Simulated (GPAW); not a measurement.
The system is PbS (Galena).

```xyz
2
Lattice="4.1942 0.0000 0.0000 2.0971 3.6323 0.0000 2.0971 1.2108 3.4246" Properties=species:S:1:pos:R:3 pbc="T T T"
Pb    0.0000    0.0000    0.0000
S     4.1942    2.4215    1.7123
```

Base run:

```yaml
Program: GPAW 26.7.0
Functional: optB88-vdW
Potentials_or_basis: GPAW PAW data sets (gpaw-data 1.2.1)
Cutoff: 600 eV
Basis: pw
k_mesh: 6 × 6 × 6
Occupations: fermi-dirac, width 0.05 eV
Spin: spin-orbit coupling, no magnetisation
```

Its results: band gap on the k mesh 0.26 eV, direct.

Task: The run is repeated on the same cell with these changes: functional from optB88-vdW to vdW-DF2. What comes out?

Result: Band gap on the k mesh 0.20 eV, direct.

Caveats: spin-orbit coupling was added after a scalar SCF, so levels and gaps hold it while energy, forces, pressure and moments don't; this program's spin-orbit splittings come out too wide for heavy elements.

A k mesh can miss the band edges.

Not every run made on this cell is shown here.
